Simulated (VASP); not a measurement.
# TiN (Fm-3m) in VASP: a series of runs

The runs below take TiN through relaxation of cell and atoms, with LDA.

Everything below comes from runs of VASP 6.6.1. Logs are shortened: lines on timing, memory, paths and dates and some standing lists are left out, and cuts for length are marked.

## (1) The crystal as given

Symmetry: Fm-3m, No. 225, cubic system. Conventional cell: a = 4.238 Å, b = 4.238 Å, c = 4.238 Å, α = 90.00°, β = 90.00°, γ = 90.00°. Around Ti (site symmetry m-3m) lie 6 N at 2.12 Å. N (site symmetry m-3m) is surrounded by 6 Ti at 2.12 Å.

## (2) Relaxation of cell and atoms, LDA

Contents of INCAR:

```
SYSTEM = TiN
ALGO     = Normal         ! electronic algorithm
EDIFF    = 1E-6           ! SCF threshold, eV
EDIFFG   = -0.01          ! ionic threshold
ENCUT    = 600            ! plane-wave cutoff, eV
GGA      = CA             ! functional
IBRION   = 2              ! ionic algorithm
ISIF     = 3              ! what is computed and relaxed
ISMEAR   = 1              ! smearing method
LASPH    = .TRUE.         ! aspherical terms in the spheres
LCHARG   = .FALSE.        ! write CHGCAR
LREAL    = .FALSE.        ! projectors in reciprocal space
LWAVE    = .FALSE.        ! write WAVECAR
NELM     = 80             ! most SCF steps
NSW      = 90             ! ionic steps
PREC     = Accurate       ! precision mode
SIGMA    = 0.1            ! smearing width, eV
```

Contents of KPOINTS:

```
k-points
0
G
  16 16 16
  0 0 0
```

Contents of POSCAR:

```
TiN
1.0
    0.0000000000      2.1190000000      2.1190000000
    2.1190000000      0.0000000000      2.1190000000
    2.1190000000      2.1190000000      0.0000000000
Ti N
1 1
Direct
    0.0000000000      0.0000000000      0.0000000000
    0.5000000000      0.5000000000      0.5000000000
```

Potentials or basis: VASP PAW LDA potentials, release 64 (Ti_sv, N).

Launch:

```console
$ cat potpaw_LDA.64/Ti_sv/POTCAR potpaw_LDA.64/N/POTCAR > POTCAR
$ mpirun -np 1 vasp_std > vasp.out
```

OUTCAR:

```text
SYSTEM = TiN
   EDIFF = 1E-6
   EDIFFG = -0.01
   ENCUT = 600
   GGA = CA
   IBRION = 2
   ISIF = 3
   ISMEAR = 1
   LASPH = .TRUE.
   LREAL = .FALSE.
   NELM = 80
   NSW = 90
   PREC = Accurate

 ion  position               nearest neighbor table
   1  0.000  0.000  0.000-   2 2.12   2 2.12   2 2.12   2 2.12   2 2.12   2 2.12
   2  0.500  0.500  0.500-   1 2.12   1 2.12   1 2.12   1 2.12   1 2.12   1 2.12

  LATTYP: Found a face centered cubic cell.
 ALAT       =     4.2380000000

  Lattice vectors:

 A1 = (   0.0000000000,   2.1190000000,   2.1190000000)
 A2 = (   2.1190000000,   0.0000000000,   2.1190000000)
 A3 = (   2.1190000000,   2.1190000000,   0.0000000000)

Analysis of symmetry for initial positions (statically):
=====================================================================
 Subroutine PRICEL returns:
 Original cell was already a primitive cell.

 Routine SETGRP: Setting up the symmetry group for a
 face centered cubic supercell.

 Subroutine GETGRP returns: Found 48 space group operations
 (whereof 48 operations were pure point group operations)
 out of a pool of 48 trial point group operations.

The static configuration has the point symmetry O_h .

Analysis of symmetry for dynamics (positions and initial velocities):
=====================================================================
 Subroutine PRICEL returns:
 Original cell was already a primitive cell.

 Routine SETGRP: Setting up the symmetry group for a
 face centered cubic supercell.

 Subroutine GETGRP returns: Found 48 space group operations
 (whereof 48 operations were pure point group operations)
 out of a pool of 48 trial point group operations.

The dynamic configuration has the point symmetry O_h .

 Subroutine INISYM returns: Found 48 space group operations
 (whereof 48 operations are pure point group operations),
 and found     1 'primitive' translations

----------------------------------------------------------------------------------------

                                     Primitive cell

  volume of cell :      19.0293

  direct lattice vectors                    reciprocal lattice vectors
     0.000000000  2.119000000  2.119000000    -0.235960359  0.235960359  0.235960359
     2.119000000  0.000000000  2.119000000     0.235960359 -0.235960359  0.235960359
     2.119000000  2.119000000  0.000000000     0.235960359  0.235960359 -0.235960359

  length of vectors
     2.996718539  2.996718539  2.996718539     0.408695330  0.408695330  0.408695330

  position of ions in fractional coordinates (direct lattice)
     0.000000000  0.000000000  0.000000000
[... 103 lines left out ...]
   GGA     = CA    functional components
   LHFCALC =     F    Hartree Fock is set to
   AEXX    =    0.0000 exact exchange contribution
   IVDW    =     0    specifies the selected vdW correction
   LEPSILON=     F    determine dielectric tensor
   LRPA    =     F    only Hartree local field effects (RPA)
 conjugate gradient relaxation of ions
 non-spin polarized calculation
 Methfessel and Paxton  Order N= 1 SIGMA  =   0.10
  energy-cutoff  :      600.00
  volume of cell :       19.03
 maximum number of plane-waves:       652
   NGX = 11   NGY = 11   NGZ = 11

--------------------------------------- Ionic step        1  -------------------------------------------

 number of electron      17.0000002 magnetization

 Free energy of the ion-electron system (eV)
  ---------------------------------------------------
  ext. energy  EPLUGINS =         0.00000000
  ---------------------------------------------------
  free energy    TOTEN  =       -21.63891346 eV

  energy without entropy =      -21.63751645  energy(sigma->0) =      -21.63844779

------------------------ aborting loop because EDIFF is reached ----------------------------------------

  FORCE on cell =-STRESS in cart. coord.  units (eV):
  Direction    XX          YY          ZZ          XY          YZ          ZX
  --------------------------------------------------------------------------------------
  -------------------------------------------------------------------------------------
  Total       -1.5267291     -1.5267291     -1.5267291     -0.0000000      0.0000000      0.0000000
  in kB     -128.5433781   -128.5433781   -128.5433781     -0.0000000      0.0000000      0.0000000
  external PRESSURE =    -128.5433781 kB  Pullay stress =       0.0000000 kB
[... 95 lines left out ...]
--------------------------------------- Ionic step        4  -------------------------------------------

 number of electron      16.9999996 magnetization

 Free energy of the ion-electron system (eV)
  ---------------------------------------------------
  ext. energy  EPLUGINS =         0.00000000
  ---------------------------------------------------
  free energy    TOTEN  =       -21.67320021 eV

  energy without entropy =      -21.67175135  energy(sigma->0) =      -21.67271726

 E-fermi :  11.8312     XC(G=0): -13.6308

 val. band max:       11.8303694635   @ k =   0.1250   0.0625   0.0000
 cond. band min:      11.8438456345   @ k =  -0.1875   0.1875   0.0625
 fundamental gap:      0.0134761710
 Fermi energy:        11.8311523773

 k-point     1 :       0.0000    0.0000    0.0000
  band No.  band energies     occupation
      1     -45.2531      2.00000
      2     -21.5713      2.00000
      3     -21.5713      2.00000
      4     -21.5713      2.00000
      5      -5.2895      2.00000
      6       9.7687      2.00000
      7       9.7687      2.00000
      8       9.7687      2.00000
      9      11.1385      2.00000
     10      11.1385      2.00000
     11      11.1385      2.00000
     12      12.4241     -0.00000
[... 331 lines left out ...]
 k-point    24 :      -0.0625    0.0625    0.0000
  band No.  band energies     occupation
      1     -45.2406      2.00000
      2     -21.6478      2.00000
      3     -21.5907      2.00000
      4     -21.5723      2.00000
      5      -5.0690      2.00000
      6       8.6467      2.00000
      7       8.8541      2.00000
      8       9.1871      2.00000
      9      11.2640      2.00000
     10      11.5920      2.00371
     11      11.7025      2.06984
     12      12.9067     -0.00000

 [... further k-points ...]

------------------------ aborting loop because EDIFF is reached ----------------------------------------

  FORCE on cell =-STRESS in cart. coord.  units (eV):
  Direction    XX          YY          ZZ          XY          YZ          ZX
  --------------------------------------------------------------------------------------
  -------------------------------------------------------------------------------------
  Total       -0.0020536     -0.0020536     -0.0020536     -0.0000000      0.0000000      0.0000000
  in kB       -0.1807420     -0.1807420     -0.1807420     -0.0000000      0.0000000      0.0000000
  external PRESSURE =      -0.1807420 kB  Pullay stress =       0.0000000 kB
[... 17 lines left out ...]
  FREE ENERGIE OF THE ION-ELECTRON SYSTEM (eV)
  ---------------------------------------------------
  free  energy   TOTEN  =       -21.6732002129 eV

  energy  without entropy=      -21.6717513481  energy(sigma->0) =      -21.67271726

 reached required accuracy - stopping structural energy minimisation
```

OSZICAR:

```text
N       E                     dE             d eps       ncg     rms          rms(c)
DAV:   1     0.151187660827E+03    0.15119E+03   -0.97126E+03  3484   0.185E+03
DAV:   2    -0.133608134145E+02   -0.16455E+03   -0.15763E+03  3664   0.441E+02
DAV:   3    -0.260673984432E+02   -0.12707E+02   -0.12357E+02  4248   0.119E+02
[... 41 lines left out ...]
DAV:   3    -0.216731964781E+02    0.13638E-04   -0.85093E-05  4084   0.834E-02    0.106E-02
DAV:   4    -0.216731969391E+02   -0.46096E-06   -0.24990E-05  3932   0.586E-02    0.735E-03
DAV:   5    -0.216731984411E+02   -0.15020E-05   -0.25008E-06  3640   0.160E-02    0.487E-03
DAV:   6    -0.216731997338E+02   -0.12927E-05   -0.18658E-06  2908   0.963E-03    0.437E-03
DAV:   7    -0.216732002129E+02   -0.47909E-06   -0.10317E-06  2428   0.113E-02
   4 F= -.21673200E+02 E0= -.21672717E+02  d E =-.342868E-01
```

CONTCAR:

```text
TiN
   1.00000000000000
     0.0000000000000000    2.0879044248965926    2.0879044248965926
     2.0879044248965930    0.0000000000000000    2.0879044248965926
     2.0879044248965930    2.0879044248965926    0.0000000000000000
  Ti              N
     1     1
Direct
     1.0000000000000000    1.0000000000000000    0.0000000000000000
     0.5000000000000000    0.5000000000000000    0.5000000000000000

  0.00000000E+00  0.00000000E+00  0.00000000E+00
  0.00000000E+00  0.00000000E+00  0.00000000E+00
```

It took 37 s on 1 thread of Intel Xeon 6975P-C (Granite Rapids), shared host; peak memory 0.17 GiB.

Results:

```yaml
Free_energy: -21.6732 eV
Relaxed_volume: 9.10 Å³/atom
Relaxed_cell: a = 2.953 Å, b = 2.953 Å, c = 2.953 Å, α = 60.00°, β = 60.00°, γ = 60.00°
Space_group_after_relaxing_to_0.05_Å: Fm-3m (No. 225)
Energy_gained_by_relaxing: 17.1 meV/atom
Ionic_steps: 4
Pressure_after_relaxing: 0.0 GPa
Band_gap_on_the_k_mesh: none (metal or under the smearing width)
```

The path:
```tsv
step	energy change (eV)	largest force (eV/Å)	pressure (GPa)	volume (Å³)
1	0.0000	0.0000	-12.85	19.03
2	0.0539	0.0000	24.97	17.00
3	-0.0343	0.0000	-0.26	18.22
4	-0.0343	0.0000	-0.02	18.20
```

Final structure:
```cif
data_structure
_symmetry_space_group_name_H-M 'P 1'
_symmetry_Int_Tables_number 1
_cell_length_a 2.9527
_cell_length_b 2.9527
_cell_length_c 2.9527
_cell_angle_alpha 60.000
_cell_angle_beta 60.000
_cell_angle_gamma 60.000
_cell_volume 18.20
loop_
_atom_site_label
_atom_site_type_symbol
_atom_site_fract_x
_atom_site_fract_y
_atom_site_fract_z
_atom_site_occupancy
Ti1 Ti 0.00000 0.00000 0.00000 1
N1 N 0.50000 0.50000 0.50000 1
```

## (3) Relaxation of cell and atoms, LDA

This run uses another cell than the first one, of 9.10 Å³/atom, 0.957 times its volume.

INCAR, as its differences from that of step 2:

```diff
@@ -2,4 +2,4 @@
 ALGO     = Normal         ! electronic algorithm
-EDIFF    = 1E-6           ! SCF threshold, eV
-EDIFFG   = -0.01          ! ionic threshold
+EDIFF    = 1E-7           ! SCF threshold, eV
+EDIFFG   = -0.005         ! ionic threshold
 ENCUT    = 600            ! plane-wave cutoff, eV
```

KPOINTS is that of step 2.

Contents of POSCAR:

```
TiN                                     
1.0
    0.0000000000      2.0879044249      2.0879044249
    2.0879044249      0.0000000000      2.0879044249
    2.0879044249      2.0879044249      0.0000000000
  Ti              N             
     1     1
Direct
     1.0000000000000000    1.0000000000000000    0.0000000000000000
     0.5000000000000000    0.5000000000000000    0.5000000000000000
```

Potentials or basis: VASP PAW LDA potentials, release 64 (Ti_sv, N).

Launch:

```console
$ cat potpaw_LDA.64/Ti_sv/POTCAR potpaw_LDA.64/N/POTCAR > POTCAR
$ mpirun -np 1 vasp_std > vasp.out
```

Wall time 12 s (1 thread of Intel Xeon 6975P-C (Granite Rapids), shared host); peak memory 0.16 GiB.

It converged, with:

```yaml
Free_energy: -21.6719 eV
Pressure_after_relaxing: 0.0 GPa
Band_gap_on_the_k_mesh: none (metal or under the smearing width)
```

Final structure:
```
Ti N
1.0
     0.00000    2.08790    2.08790
     2.08790    0.00000    2.08790
     2.08790    2.08790    0.00000
Ti N
1 1
Direct
  0.00000 0.00000 0.00000
  0.50000 0.50000 0.50000
```

Levels at points of the mesh, in eV from the Fermi level:
```tsv
k point	band 5	band 6	band 7	band 8	band 9	band 10	band 11	band 12
(0.00, 0.00, 0.00)	-17.12	-2.06	-2.06	-2.06	-0.69	-0.69	-0.69	0.59
(0.50, 0.00, 0.00)	-14.38	-8.36	-5.73	-5.73	1.81	1.81	2.54	6.12
(0.50, 0.50, 0.00)	-15.68	-5.87	-3.32	-3.25	-3.25	1.75	2.57	2.57
```

Caveat: the relaxation stopped at its first step, so nothing moved.
